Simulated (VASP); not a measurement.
A run of VASP 6.6.1 is set up as follows.

INCAR

```
PREC     = Accurate       # precision mode
ENCUT    = 520            # plane-wave cutoff, eV
EDIFF    = 1E-6           # SCF threshold, eV
ISMEAR   = 0              # smearing method
SIGMA    = 0.1            # smearing width, eV
LREAL    = F              # projectors in reciprocal space
LASPH    = T              # aspherical terms in the spheres
NELM     = 120            # most SCF steps
ALGO     = Normal         # electronic algorithm
ISIF     = 3              # what is computed and relaxed
LWAVE    = F              # write WAVECAR
LCHARG   = F              # write CHGCAR
GGA      = PE             # functional
IBRION   = 2              # ionic algorithm
NSW      = 90             # ionic steps
EDIFFG   = -0.01          # ionic threshold
```

Contents of KPOINTS:

```
Automatic mesh
0
Gamma
  16 16 14
```

File POSCAR:

```
Ga
1.0
    1.4500000000     -4.0650000000      0.0000000000
    1.4500000000      4.0650000000      0.0000000000
    0.0000000000      0.0000000000      3.1700000000
Ga
2
Direct
    0.8670000000      0.1330000000      0.2500000000
    0.1330000000      0.8670000000      0.7500000000
```

Potentials or basis: VASP PAW PBE potentials, release 64 (Ga_d).

The run is started by

```sh
$ cat potpaw_PBE.64/Ga_d/POTCAR > POTCAR
$ mpirun -np 1 vasp_std > vasp.out
```

(1) What does it give for the band gap on the k mesh?

(2) Predict the space group after relaxing (to 0.05 Å).

(3) Predict the relaxed cell.

Answers

(1) none (metal or under the smearing width).

(2) Cmcm (No. 63).

(3) a = 4.280 Å, b = 4.280 Å, c = 3.382 Å, α = 90.00°, β = 90.00°, γ = 141.72°.
